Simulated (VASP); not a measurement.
Crystal: CdTe.

```
CELL_PARAMETERS angstrom
0.00000 3.20500 3.20500
3.20500 0.00000 3.20500
3.20500 3.20500 0.00000
ATOMIC_POSITIONS crystal
Cd 0.00000 0.00000 0.00000
Te 0.25000 0.25000 0.25000
```

```yaml
Program: VASP 6.6.1
Task: relaxation of cell and atoms
Functional: r2SCAN
Potentials_or_basis: VASP PAW PBE potentials, release 64 (Cd, Te)
Cutoff: 600 eV
k_mesh: 8 × 8 × 8
Occupations: gaussian, width 0.03 eV
Spin: no spin polarisation
```

At the start: pressure 3.3 GPa; volume 32.92 Å³/atom.

Q: Where does the relaxation end?

A: Over 3 steps the energy falls by 23.1 meV/atom and the volume is 35.30 Å³/atom (+7.2 %); space group F-43m (No. 216, to 0.05 Å).

Step by step:
| step | energy change (eV) | largest force (eV/Å) | pressure (GPa) | volume (Å³) |
| --- | --- | --- | --- | --- |
| 1 | 0.0000 | 0.0000 | 3.32 | 65.84 |
| 2 | -0.0398 | 0.0000 | -1.02 | 72.57 |
| 3 | -0.0462 | 0.0000 | 0.01 | 70.60 |

Final structure:
```yaml
crystal:
  lattice:
    - [0.00000, 3.28041, 3.28041]
    - [3.28041, 0.00000, 3.28041]
    - [3.28041, 3.28041, 0.00000]
  atoms:
    - { symbol: Cd, position: [0.00000, 0.00000, 0.00000] }
    - { symbol: Te, position: [0.25000, 0.25000, 0.25000] }
```

Caveat: the PAW data sets were made with another functional, which shifts forces and pressure a little.
